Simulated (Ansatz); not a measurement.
Results of BLYP (plane waves, PAW; Ansatz, a program for electronic structure) for spinel MgAl2O4.

Settings: plane-wave cutoff 520 eV, 8×8×8 k mesh, Fermi–Dirac smearing 0.01 eV, scalar-relativistic PAW data made under PBE.

Computed at the level's own relaxed cell.

### Question
Give the computed band gap, equilibrium volume per atom, equilibrium lattice constant a, smallest direct gap on the k points sampled and pressure derivative B′ of the bulk modulus.

### Answer

* **band gap**: 5.23 eV
* **equilibrium volume per atom**: 9.88 Å³/atom
* **equilibrium lattice constant a**: 8.209 Å
* **smallest direct gap on the k points sampled**: 5.25 eV
* **pressure derivative B′ of the bulk modulus**: 4.1

Measured, for comparison: band gap 7.8 eV (temperature not stated, not corrected to a static lattice; as tabulated in Neo et al. (2023), doi:10.1002/gch2.202200236); equilibrium volume per atom 9.40 Å³/atom, lattice constant a 8.074 Å (0 K, fit to 77–300 K taken to 0 K; as tabulated in Grimes and Al-Ajaj (1992), doi:10.1088/0953-8984/4/30/004). Computed (rounded) less measured: band gap -2.57 eV, equilibrium volume per atom +5.1 %, lattice constant a +1.7 %.

Note: the bulk modulus comes from volumes at which shape and atoms were relaxed.

Static lattice: no zero-point or thermal effects.
